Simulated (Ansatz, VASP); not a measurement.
## CFH3 in VASP and in Ansatz

```
CELL_PARAMETERS angstrom
14.00000 0.00000 0.00000
0.00000 14.50000 0.00000
0.00000 0.00000 15.00000
ATOMIC_POSITIONS crystal
C 0.47118 0.48902 0.48496
F 0.56911 0.47487 0.47395
H 0.45296 0.47909 0.55554
H 0.45366 0.55968 0.46419
H 0.43230 0.43908 0.44353
```

Alike in both runs: functional PBE; dispersion D3(BJ); k mesh 1 × 1 × 1; occupations gaussian, width 0.005 eV; no spin polarisation.

Ansatz relaxed the structure, and its values are those at the end. VASP's run is a single point on that final structure, the one shown.

|  | VASP | Ansatz |
| --- | --- | --- |
| version | VASP 6.6.1 | Ansatz 0.2.0 |
| potentials or method | VASP PAW PBE potentials, release 64 (C, F, H) | scalar-relativistic, plane waves, PAW |
| plane-wave cutoff (eV) | 520 | 420 |
| valence electrons in the cell | 14 | 14 |

```tsv
	VASP	Ansatz	Ansatz less VASP
gap on the k mesh at the Fermi level (eV)	7.57	7.57	+0.002
least direct gap on the mesh (eV)	7.57	7.57	+0.002
rms of the force components (eV/Å)	0.116	0.001	-0.1148
```

One of these differences is far larger than is usual between the two programs; its cause wasn't traced.

PBE gaps usually lie below the measured ones, often by a third to a half.
